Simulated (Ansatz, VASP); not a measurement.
## Two plane-wave programs on P

```
P
1.0
     4.27290    0.00000    0.00000
     0.00000    4.27290    0.00000
     0.00000    0.00000    4.37800
P
1
Direct
  0.00000 0.00000 0.00000
```

This isn't the form of P at room conditions, which is orthorhombic.

Alike in both runs: task single point; functional PBEsol; k mesh 4 × 4 × 4; occupations gaussian, width 0.1 eV; no spin polarisation.

|  | VASP | Ansatz |
| --- | --- | --- |
| version | VASP 6.6.1 | Ansatz 0.2.0 |
| potentials or method | VASP PAW PBE potentials, release 64 (P) | scalar-relativistic, plane waves, PAW |
| plane-wave cutoff (eV) | 520 | 420 |
| valence electrons in the cell | 5 | 5 |

|  | VASP | Ansatz | Ansatz less VASP |
| --- | --- | --- | --- |
| gap on the k mesh at the Fermi level (eV) | none | none | - |
| pressure (GPa) | -3.5 | -3.5 | 0.00 |
| largest component of the traceless stress (GPa) | 0.25 | 0.25 | 0.000 |

A gap of «none» marks a metal or a gap that the smearing closes.

Caveats: the k mesh is coarse (spacing up to 0.37 Å⁻¹), so the values aren't converged; the PAW data sets were made with another functional, which shifts forces and pressure a little (VASP).
